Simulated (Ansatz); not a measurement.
Reaction (substitution at a C–C bond): `CC(=O)CC(C)=O` + `CB(O)F` → `CB(F)OC(C)=O` + acetone

Calculated with Ansatz (gas phase, PBE0-D4/def2-TZVP geometries, no zero-point term in ΔE). CCSD(T)/CBS adds triple-zeta CCSD(T) − MP2 to the extrapolated MP2 energy (def2 sets, frozen cores). DFT in def2-TZVPP. B3LYP here is the variant with VWN-RPA as its local correlation; programs differ in this. Each species was taken in one conformer, which may not be the lowest.

```
             level  ΔE (kJ/mol)  difference from CCSD(T)/CBS
            PBE-D4         -9.7                         -1.3
           PBE0-D4        -12.7                         -4.3
          B3LYP-D4        -14.5                         -6.1
           ωB97X-V        -16.1                         -7.7
           ωB97M-V        -14.1                         -5.7
            B2PLYP        -14.7                         -6.3
               PBE        -11.9                         -3.5
            r2SCAN        -16.0                         -7.6
              PBE0        -14.8                         -6.4
     HF/def2-TZVPP        -27.9                        -19.5
    MP2/def2-TZVPP         -6.3                          2.1
   CCSD/def2-TZVPP        -11.4                         -3.0
CCSD(T)/def2-TZVPP         -9.8                         -1.4
     HF/def2-QZVPP        -28.4                        -20.0
SCS-MP2/def2-QZVPP         -8.5                         -0.1
     MP2/CBS(def2)         -4.9                          3.5
       CCSD(T)/CBS         -8.4                            0
```

Largest T1 diagnostic among the species: 0.015.

The D4 term adds +3.4 kJ/mol with B3LYP and +2.0 kJ/mol with PBE0; it sums over pairs of atoms, weighted by their polarisabilities, and B3LYP, whose exchange is more repulsive, gets the larger term. In def2-TZVPP, CCSD(T) changes the Hartree–Fock value by +18.1 kJ/mol (the triples alone add +1.6 kJ/mol) and MP2 by +21.6 kJ/mol.

CCSD(T)/CBS has its own doubt, a few kJ/mol and more with outer-core shells, so smaller differences from it don't rank the levels.
